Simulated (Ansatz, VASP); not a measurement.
# Br in VASP and in Ansatz

Contents of INCAR:

```
SYSTEM = Br
ALGO = Normal
EDIFF = 1E-7
ENCUT = 520
GGA = PS
ISIF = 2
ISMEAR = -1
LASPH = .True.
LCHARG = .True.
LELF = .True.
LREAL = .False.
LVHAR = .True.
LWAVE = .False.
NBANDS = 22
NELM = 80
PREC = Accurate
SIGMA = 0.05
```

The input KPOINTS:

```
k-points
0
Gamma
  7 7 3
  0 0 0
```

Contents of POSCAR:

```
Br
1.0
    3.3177951036     -2.2911603413      0.0000000000
    3.3177951036      2.2911603413      0.0000000000
    0.0000000000      0.0000000000      8.5846869338
Br
4
Direct
    0.3651000000      0.6349000000      0.3901000000
    0.1349000000      0.8651000000      0.8901000000
    0.6349000000      0.3651000000      0.6099000000
    0.8651000000      0.1349000000      0.1099000000
```

input.yaml

```yaml
crystal:
  lattice:
    - [3.3177951036, -2.2911603413, 0.0]
    - [3.3177951036, 2.2911603413, 0.0]
    - [0.0, 0.0, 8.5846869338]
  atoms:
    - { symbol: Br, position: [0.3651, 0.6349, 0.3901] }
    - { symbol: Br, position: [0.1349, 0.8651, 0.8901] }
    - { symbol: Br, position: [0.6349, 0.3651, 0.6099] }
    - { symbol: Br, position: [0.8651, 0.1349, 0.1099] }
kpoints:
  mp_grid: { grid: [7, 7, 3] }
scf:
  occupations: { method: fermi_dirac, width: 0.05 }
hamiltonian:
  xc: pbesol
  pseudopotentials: { kind: all_electron, lapw: { basis_error: 0.002 } }
output:
  forces: true
  stress: true
  eigenvalues: true
```

Change from the starting cell: volume scaled by 0.96.

Alike in both runs: task single point; functional PBEsol; k mesh 7 × 7 × 3; occupations fermi-dirac, width 0.05 eV; no spin polarisation.

```csv
,VASP,Ansatz
version,VASP 6.6.1,Ansatz 0.2.0
potentials or method,"VASP PAW PBE potentials, release 64 (Br)","all-electron LAPW, scalar-relativistic"
plane-wave cutoff (eV),520,see its input
```

Ansatz gave:

| Property | Result |
| --- | --- |
| gap on the k mesh at the Fermi level (eV) | 1.97 |
| least direct gap on the mesh (eV) | 1.99 |
| pressure (GPa) | 1.4 |
| largest component of the traceless stress (GPa) | 1.86 |
| rms of the force components (eV/Å) | 0.703 |

Problem. What did VASP give for the same quantities?

Solution. gap on the k mesh at the Fermi level (eV): 1.97; least direct gap on the mesh (eV): 1.99; pressure (GPa): 1.4; largest component of the traceless stress (GPa): 1.93; rms of the force components (eV/Å): 0.722.

Atom by atom the forces differ by 0.019 eV/Å (rms over components). Ansatz ran all-electron here, so the differences hold the error of VASP's frozen core and of both bases.

Caveats: an odd mesh through Γ misses points on the zone boundary, where band edges often lie; the PAW data sets were made with another functional, which shifts forces and pressure a little (VASP); forces of over 1 eV/Å show positions far from the minimum, so gaps and moduli don't describe the material at rest (Ansatz).
